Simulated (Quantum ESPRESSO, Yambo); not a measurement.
An input for Yambo 5.3.0 (LiBr (Fm-3m)):

```
HF_and_locXC
gw0
dyson
ppa
em1d
rim_cut
RandQpts= 1000000
RandGvec= 1 RL
EXXRLvcs= 76 Ry
VXCRLvcs= 304 Ry
Chimod= "HARTREE"
% BndsRnXp
 1 | 142 |
%
NGsBlkXp= 15.5 Ry
% LongDrXp
 1 | 1 | 1 |
%
% GbndRnge
 1 | 142 |
%
DysSolver= "n"
ExtendOut
PPAPntXp= 27.21138 eV
% QPkrange
 1 | 8 | 8 | 14 |
%
GfnQPdb= "E < ./gw2/ndb.QP"
XfnQPdb= "E < ./gw2/ndb.QP"
```

```sh
OMP_NUM_THREADS=1 mpirun -n 4 yambo -F gw6.in -J gw6 -C gw6 > gw6.log
```

The stored states that it reads are on a 4×4×4 mesh. Symmetry: Fm-3m, No. 225, cubic system. The conventional cell has a = 5.501 Å, b = 5.501 Å, c = 5.501 Å, α = 90.00°, β = 90.00°, γ = 90.00°. Li has 6 Br at 2.75 Å nearest. Br has 6 Li at 2.75 Å nearest. Farther neighbours and most contacts between anions are not listed.

Question: Estimate wall time and host memory on 4 MPI ranks of Arm Neoverse V1, shared host.

It took 9.4 min; on shared hardware allow 4.7 min to 19 min. Peak host memory was 1.5 GiB.

The screening grows as filled bands × empty bands × pairs of k points, times the square of the screening basis for the matrix.

[Paths, hosts, dates, memory and timing lines, banners, echoed tables and standing remarks are left out of the program output.]

[Logs are printed without paths, hosts, clocks, repeated set-up lines and the standing remarks that a program may print on its own settings, such as how far it seeks lower states.]

[Runs of the session that timed out or met a known fault of the program may be left out.]

[Hosts, paths, dates, database ids (printed as entryN), source tags and the programs' standing remarks are cut or masked in the printed files.]
